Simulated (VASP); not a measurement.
# MgO (P6_3/mmc) in VASP: notebook

Aim: see how the results for MgO move with the level of theory and the settings. Levels: r2SCAN, PBE. Tasks: relaxation of cell and atoms, single point.

All numbers are computed with VASP 6.6.1; they aren't measurements. Logs are shortened: lines on timing, memory, paths and dates and some standing lists are left out, and cuts for length are marked.

**1. The crystal as given**

The structure is hexagonal, space group P6_3/mmc (No. 194). The conventional cell has a = 3.521 Å, b = 3.521 Å, c = 4.239 Å, α = 90.00°, β = 90.00°, γ = 120.00°. Around Mg (site symmetry -6m2) lie 5 O at 2.03 to 2.12 Å. O (site symmetry -6m2) has 5 Mg at 2.03 to 2.12 Å as nearest neighbours.

The cell was built by a generator and needn't be a form met in nature.

**2. Relaxation of cell and atoms, r2SCAN**

Contents of POSCAR:

```
MgO
1.0
    3.5206003937      0.0000000000      0.0000000000
   -1.7603001969      3.0489293775      0.0000000000
    0.0000000000      0.0000000000      4.2385932949
Mg O
2 2
Direct
    0.3333333333      0.6666666667      0.2500000000
    0.6666666667      0.3333333333      0.7500000000
    0.6666666667      0.3333333333      0.2500000000
    0.3333333333      0.6666666667      0.7500000000
```

Contents of INCAR.step1:

```
PREC = Accurate
ENCUT = 600
ISMEAR = -1
SIGMA = 0.02
LREAL = F
LASPH = T
NELM = 100
GGA = PE
ALGO = Normal
EDIFF = 1E-4
LWAVE = T
LCHARG = F
```

Contents of INCAR.step2:

```
PREC = Accurate
ENCUT = 600
EDIFF = 1E-6
ISMEAR = -1
SIGMA = 0.02
LREAL = F
LASPH = T
NELM = 100
ALGO = Normal
ISIF = 3
LWAVE = F
LCHARG = F
METAGGA = R2SCAN
LMIXTAU = T
IBRION = 2
NSW = 80
EDIFFG = -0.005
ISTART = 1
```

Contents of KPOINTS:

```
regular mesh
0
Gamma
  12 12 6
```

Potentials or basis: VASP PAW PBE potentials, release 64 (Mg, O).

Started as:

```sh
> cat potpaw_PBE.64/Mg/POTCAR potpaw_PBE.64/O/POTCAR > POTCAR
> cp INCAR.step1 INCAR
> mpirun -np 1 vasp_std > vasp.out
> cp INCAR.step2 INCAR
> mpirun -np 1 vasp_std > vasp.out
```

OUTCAR:

```text
PREC = Accurate
   ENCUT = 600
   EDIFF = 1E-6
   ISMEAR = -1
   LREAL = F
   LASPH = T
   NELM = 100
   ISIF = 3
   METAGGA = R2SCAN
   IBRION = 2
   NSW = 80
   EDIFFG = -0.005
   ISTART = 1

 ion  position               nearest neighbor table
   1  0.333  0.667  0.250-   3 2.03   3 2.03   3 2.03   4 2.12   4 2.12   2 2.94   2 2.94   2 2.94
                             2 2.94   2 2.94   2 2.94
   2  0.667  0.333  0.750-   4 2.03   4 2.03   4 2.03   3 2.12   3 2.12   1 2.94   1 2.94   1 2.94
                             1 2.94   1 2.94   1 2.94
   3  0.667  0.333  0.250-   1 2.03   1 2.03   1 2.03   2 2.12   2 2.12
   4  0.333  0.667  0.750-   2 2.03   2 2.03   2 2.03   1 2.12   1 2.12

  LATTYP: Found a hexagonal cell.
 ALAT       =     3.5206003937
 C/A-ratio  =     1.2039404706

  Lattice vectors:

 A1 = (   3.5206003937,   0.0000000000,   0.0000000000)
 A2 = (  -1.7603001969,   3.0489293775,   0.0000000000)
 A3 = (   0.0000000000,   0.0000000000,   4.2385932949)

Analysis of symmetry for initial positions (statically):
=====================================================================
 Subroutine PRICEL returns:
 Original cell was already a primitive cell.

 Routine SETGRP: Setting up the symmetry group for a
 hexagonal supercell.

 Subroutine GETGRP returns: Found 24 space group operations
 (whereof 12 operations were pure point group operations)
 out of a pool of 24 trial point group operations.

The static configuration has the point symmetry D_3d.
 The point group associated with its full space group is D_6h.

Analysis of symmetry for dynamics (positions and initial velocities):
=====================================================================
 Subroutine PRICEL returns:
 Original cell was already a primitive cell.

 Routine SETGRP: Setting up the symmetry group for a
 hexagonal supercell.

 Subroutine GETGRP returns: Found 24 space group operations
 (whereof 12 operations were pure point group operations)
 out of a pool of 24 trial point group operations.

The dynamic configuration has the point symmetry D_3d.
 The point group associated with its full space group is D_6h.

 Subroutine INISYM returns: Found 24 space group operations
 (whereof 12 operations are pure point group operations),
 and found     1 'primitive' translations

----------------------------------------------------------------------------------------

                                     Primitive cell

  volume of cell :      45.4973

  direct lattice vectors                    reciprocal lattice vectors
     3.520600394  0.000000000  0.000000000     0.284042461  0.163991991  0.000000000
    -1.760300197  3.048929377  0.000000000     0.000000000  0.327983983  0.000000000
     0.000000000  0.000000000  4.238593295     0.000000000  0.000000000  0.235927330

  length of vectors
     3.520600394  3.520600394  4.238593295     0.327983983  0.327983983  0.235927330

  position of ions in fractional coordinates (direct lattice)
     0.333333333  0.666666667  0.250000000
     0.666666667  0.333333333  0.750000000
     0.666666667  0.333333333  0.250000000
     0.333333333  0.666666667  0.750000000

  ion indices of the primitive-cell ions
   primitive index   ion index
                 1           1
                 2           2
                 3           3
                 4           4

----------------------------------------------------------------------------------------

 KPOINTS: regular mesh

Automatic generation of k-mesh.
 Grid dimensions read from file:
 generate k-points for:   12   12    6

 Generating k-lattice:

  Cartesian coordinates                     Fractional coordinates (reciprocal lattice)
     0.023670205  0.013665999  0.000000000     0.083333333  0.000000000  0.000000000
     0.000000000  0.027331999  0.000000000     0.000000000  0.083333333  0.000000000
     0.000000000  0.000000000  0.039321222     0.000000000  0.000000000  0.166666667

  Length of vectors
     0.027331999  0.027331999  0.039321222

  Shift w.r.t. Gamma in fractional coordinates (k-lattice)
     0.000000000  0.000000000  0.000000000

 Subroutine IBZKPT returns following result:
 ===========================================

 Found     76 irreducible k-points:

 Following reciprocal coordinates:
            Coordinates               Weight
  0.000000  0.000000  0.000000      1.000000
  0.083333  0.000000  0.000000      6.000000
  0.166667  0.000000  0.000000      6.000000
  0.250000  0.000000  0.000000      6.000000
  0.333333  0.000000  0.000000      6.000000
  0.416667  0.000000  0.000000      6.000000
[... 16 lines left out ...]
  0.250000  0.000000  0.166667     12.000000
  0.333333  0.000000  0.166667     12.000000
 [... further k-points ...]
   k-points           NKPTS =     76   k-points in BZ     NKDIM =     76   number of bands    NBANDS=     12
   number of dos      NEDOS =    301   number of ions     NIONS =      4
   total plane-waves  NPLWV =  28224
   dimension x,y,z NGX =    28 NGY =   28 NGZ =   36
   dimension x,y,z NGXF=    56 NGYF=   56 NGZF=   72
   ions per type =               2   2
   NGX,Y,Z   is equivalent  to a cutoff of  13.22, 13.22, 14.12 a.u.
   NGXF,Y,Z  is equivalent  to a cutoff of  26.44, 26.44, 28.24 a.u.
 SYSTEM =  unknown system
   PREC   = accura    normal or accurate (medium, high low for compatibility)
   ISTART =      1    job   : 0-new  1-cont  2-samecut
   ICHARG =      0    charge: 1-file 2-atom 10-const
   ISPIN  =      1    spin polarized calculation?
   LNONCOLLINEAR =      F non collinear calculations
   LSORBIT =      F    spin-orbit coupling
   LASPH  =      T    aspherical Exc in radial PAW
   ENCUT  =  600.0 eV  44.10 Ry    6.64 a.u.   7.03  7.03  8.47*2*pi/ulx,y,z
   NELM   =    100;   NELMIN=  2; NELMDL=  0     # of ELM steps
   EDIFF  = 0.1E-05   stopping-criterion for ELM
   LREAL  =      F    real-space projection
   EDIFFG = -.5E-02   stopping-criterion for IOM
   NSW    =     80    number of steps for IOM
   IBRION =      2    ionic relax: 0-MD 1-quasi-New 2-CG
   NFREE  =      1    steps in history (QN), initial steepest desc. (CG)
   ISIF   =      3    stress and relaxation
   ISYM   =      2    0-nonsym 1-usesym 2-fastsym
   POTIM  = 0.5000    time-step for ionic-motion
   TEBEG  =    0.0;   TEEND  =   0.0 temperature during run
   PSTRESS=    0.0 pullay stress
   NELECT =      16.0000    total number of electrons
   NUPDOWN=      -1.0000    fix difference up-down
   EMIN   =  10.00;   EMAX   =-10.00  energy-range for DOS
   EFERMI =   0.00;   METHOD = LEGACY
   ISMEAR =    -1;   SIGMA  =   0.02  broadening in eV -4-tet -1-fermi 0-gaus
   EFERMI_NEDOS =   21; number of points for ismear=-14 and -15
   IALGO  =     38    algorithm
   IMIX   =      4    mixing-type and parameters
     AMIX     =   0.40;   BMIX     =  1.00
     AMIX_MAG =   1.60;   BMIX_MAG =  1.00
  volume/ion in A,a.u.               =      11.37        76.76
  Fermi-wavevector in a.u.,A,eV,Ry     =   1.155543  2.183660 18.167591  1.335280
  Thomas-Fermi vector in A             =   2.292171
   LORBIT       =      0    0 simple, 1 ext, 2 COOP (PROOUT), +10 PAW based schemes
   METAGGA = R2SCAN    functional components
   LHFCALC =     F    Hartree Fock is set to
   AEXX    =    0.0000 exact exchange contribution
   IVDW    =     0    specifies the selected vdW correction
   LEPSILON=     F    determine dielectric tensor
   LRPA    =     F    only Hartree local field effects (RPA)
 conjugate gradient relaxation of ions
 non-spin polarized calculation
  energy-cutoff  :      600.00
  volume of cell :       45.50
 maximum number of plane-waves:      1533
   NGX = 15   NGY = 15   NGZ = 17

--------------------------------------- Ionic step        1  -------------------------------------------

 number of electron      15.9999999 magnetization

 Free energy of the ion-electron system (eV)
  ---------------------------------------------------
  ext. energy  EPLUGINS =         0.00000000
  ---------------------------------------------------
  free energy    TOTEN  =       -32.05014603 eV

  energy without entropy =      -32.05014603  energy(sigma->0) =      -32.05014603

------------------------ aborting loop because EDIFF is reached ----------------------------------------

  FORCE on cell =-STRESS in cart. coord.  units (eV):
  Direction    XX          YY          ZZ          XY          YZ          ZX
  --------------------------------------------------------------------------------------
  -------------------------------------------------------------------------------------
  Total       -1.4183051     -1.4183051     -1.6545588      0.0000000     -0.0000000      0.0000000
  in kB      -49.9452755    -49.9452755    -58.2648918      0.0000000     -0.0000000      0.0000000
  external PRESSURE =     -52.7184809 kB  Pullay stress =       0.0000000 kB
[... 213 lines left out ...]
  energy  without entropy=      -32.0812366332  energy(sigma->0) =      -32.08123663

--------------------------------------- Ionic step        7  -------------------------------------------

 number of electron      15.9999999 magnetization

 Free energy of the ion-electron system (eV)
  ---------------------------------------------------
  ext. energy  EPLUGINS =         0.00000000
  ---------------------------------------------------
  free energy    TOTEN  =       -32.08124516 eV

  energy without entropy =      -32.08124516  energy(sigma->0) =      -32.08124516

 E-fermi :   2.0409     XC(G=0): -10.5947

 val. band max:        1.6382815524   @ k =   0.0000   0.0000   0.0000
 cond. band min:       5.7607405598   @ k =   0.0000   0.0000   0.0000
 fundamental gap:      4.1224590074
 Fermi energy:         2.0408988630

 k-point     1 :       0.0000    0.0000    0.0000
  band No.  band energies     occupation
      1     -16.2847      2.00000
      2     -14.9019      2.00000
      3      -2.0653      2.00000
      4      -0.1422      2.00000
      5      -0.1422      2.00000
      6       0.7957      2.00000
      7       0.7957      2.00000
      8       1.6383      2.00000
      9       5.7607      0.00000
     10      12.0886      0.00000
     11      14.8763      0.00000
     12      15.1557      0.00000
[... 331 lines left out ...]
 k-point    24 :       0.3333    0.0000    0.1667
  band No.  band energies     occupation
      1     -15.7697      2.00000
      2     -15.0721      2.00000
      3      -1.8939      2.00000
      4      -1.0414      2.00000
      5      -0.5404      2.00000
      6      -0.3181      2.00000
      7       0.9119      2.00000
      8       1.0311      2.00000
      9       8.6245      0.00000
     10      11.5493      0.00000
     11      13.1000      0.00000
     12      15.0135      0.00000

 [... further k-points ...]
[... 5 lines left out ...]
  --------------------------------------------------------------------------------------
  -------------------------------------------------------------------------------------
  Total        0.0125288      0.0125288      0.0131262     -0.0000000     -0.0000000      0.0000000
  in kB        0.4595763      0.4595763      0.4814917     -0.0000000     -0.0000000      0.0000000
  external PRESSURE =       0.4668814 kB  Pullay stress =       0.0000000 kB
[... 19 lines left out ...]
  FREE ENERGIE OF THE ION-ELECTRON SYSTEM (eV)
  ---------------------------------------------------
  free  energy   TOTEN  =       -32.0812451569 eV

  energy  without entropy=      -32.0812451569  energy(sigma->0) =      -32.08124516

 reached required accuracy - stopping structural energy minimisation
```

Wall time 8 min (1 thread of Intel Xeon Platinum 8488C (Sapphire Rapids), shared host); peak memory 0.22 GiB.

Results:

| Quantity | Value |
| --- | --- |
| Free energy | -32.0812 eV |
| Relaxed volume | 10.92 Å³/atom |
| Relaxed cell | a = 3.477 Å, b = 3.477 Å, c = 4.172 Å, α = 90.00°, β = 90.00°, γ = 120.00° |
| Space group after relaxing (to 0.05 Å) | P6_3/mmc (No. 194) |
| Energy gained by relaxing | 7.8 meV/atom |
| Ionic steps | 7 |
| Pressure after relaxing | 0.0 GPa |
| Band gap on the k mesh | 4.12 eV, direct |

The path:
```csv
step,energy change (eV),largest force (eV/Å),pressure (GPa),volume (Å³)
1,0.0000,0.0000,-5.27,45.50
2,-0.0272,0.0000,2.06,43.08
3,-0.0311,0.0000,0.02,43.68
4,-0.0311,0.0000,-0.10,43.72
5,-0.0311,0.0000,-0.10,43.72
6,-0.0311,0.0000,-0.10,43.72
7,-0.0311,0.0000,0.05,43.68
```

Final structure:
```yaml
crystal:
  lattice:
    - [3.47677, 0.00000, 0.00000]
    - [-1.73838, 3.01097, 0.00000]
    - [0.00000, 0.00000, 4.17234]
  atoms:
    - { symbol: Mg, position: [0.33333, 0.66667, 0.25000] }
    - { symbol: Mg, position: [0.66667, 0.33333, 0.75000] }
    - { symbol: O, position: [0.66667, 0.33333, 0.25000] }
    - { symbol: O, position: [0.33333, 0.66667, 0.75000] }
```

Caveat: the PAW data sets were made with another functional, which shifts forces and pressure a little.

**3. Single point, PBE**

Contents of INCAR:

```
PREC     = Accurate       # precision mode
ENCUT    = 520            # plane-wave cutoff, eV
EDIFF    = 1E-6           # SCF threshold, eV
ISMEAR   = -1             # smearing method
SIGMA    = 0.02           # smearing width, eV
LREAL    = False          # projectors in reciprocal space
LASPH    = True           # aspherical terms in the spheres
NELM     = 100            # most SCF steps
ALGO     = Normal         # electronic algorithm
ISIF     = 2              # what is computed and relaxed
LWAVE    = False          # write WAVECAR
LCHARG   = True           # write CHGCAR
GGA      = PE             # functional
LELF     = True           # ELF
LVHAR    = True         
NBANDS   = 16             # bands
```

Contents of KPOINTS:

```
Automatic mesh
0
Gamma
  12 12 6
```

POSCAR is that of step 2.

Potentials or basis: VASP PAW PBE potentials, release 64 (Mg, O).

Started as:

```sh
> cat potpaw_PBE.64/Mg/POTCAR potpaw_PBE.64/O/POTCAR > POTCAR
> mpirun -np 1 vasp_std > vasp.out
```

Wall time 27 s (1 thread of AMD EPYC 9R14 (Zen 4), shared host); peak memory 0.16 GiB.

Results (log left out):

- Free energy: -23.6752 eV
- Pressure: -0.5 GPa
- Band gap on the k mesh: 3.26 eV, direct

Stress tensor (GPa, compression positive):
```
-0.45  0.00  0.00
 0.00 -0.45  0.00
 0.00  0.00 -0.61
```

Levels at points of the mesh, in eV from the valence-band top:
```tsv
k point	band 4	band 5	band 6	band 7	band 8	band 9	band 10	band 11	band 12	band 13
(0.00, 0.00, 0.00)	-1.67	-1.67	-0.77	-0.77	0.00	3.26	9.19	11.94	12.34	12.34
(0.50, 0.00, 0.00)	-2.29	-2.26	-1.93	-1.25	-0.52	6.90	8.73	9.73	11.71	12.85
(0.00, 0.00, 0.50)	-2.37	-1.24	-1.24	-1.24	-1.24	6.28	6.28	12.70	12.70	12.70
(0.50, 0.00, 0.50)	-3.76	-1.49	-1.49	-0.78	-0.78	7.20	7.20	11.59	11.59	13.83
```
